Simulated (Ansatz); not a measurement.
# BaO: a single-point run

Aim: a sound single-point run of BaO. The structure is shown as the input types it.

Computed with Ansatz 0.2.0 (density functional or hybrid calculation with the settings of its input, plane waves (as first typed), unless a step's input says otherwise).

1 further run of the same task is left out (it didn't finish).

## (1) The starting structure

Symmetry: Fm-3m, No. 225, cubic system. Conventional cell: a = 5.544 Å, b = 5.544 Å, c = 5.544 Å, α = 90.00°, β = 90.00°, γ = 90.00°. Ba (site symmetry m-3m) is surrounded by 6 O at 2.77 Å. Around O (site symmetry m-3m) lie 6 Ba at 2.77 Å.

Coordinates:

```
Ba O
1.0
     0.00000    2.77194    2.77194
     2.77194    0.00000    2.77194
     2.77194    2.77194    0.00000
Ba O
1 1
Direct
  0.00000 0.00000 0.00000
  0.50000 0.50000 0.50000
```

## (2) The calculation

Contents of input.yaml:

```yaml
crystal:
  lattice:
    - [0.0, 2.771942684, 2.771942684]
    - [2.771942684, 0.0, 2.771942684]
    - [2.771942684, 2.771942684, 0.0]
  atoms:
    - { symbol: Ba, position: [0.0, 0.0, 0.0] }
    - { symbol: O, position: [0.5, 0.5, 0.5] }
kpoints:
  mp_grid: { grid: [6, 6, 6] }
hamiltonian:
  xc: pbesol
scf:
  occupations: { method: fixed }
  n_extra_bands: 4
  mixing: { beta: -0.3 }
  max_iter: 84
output:
  forces: true
  stress: true
  eigenvalues: true
```

The run is started by

```bash
> ansatz run input.yaml --threads 4 --pin off --max-ram 3686MiB --backend cpu --events-out ev --progress --plain --runs-dir out
```

What happens when this is run?

The program refused the input before any cycle. It says: «invalid value for `scf.mixing.beta`: must be finite and in (0, 1]; got -0.3»

The suspect setting: scf.mixing.beta is -0.3. A value lies outside the range that the key allows.

Fix: delete scf.mixing.beta (the default then holds).
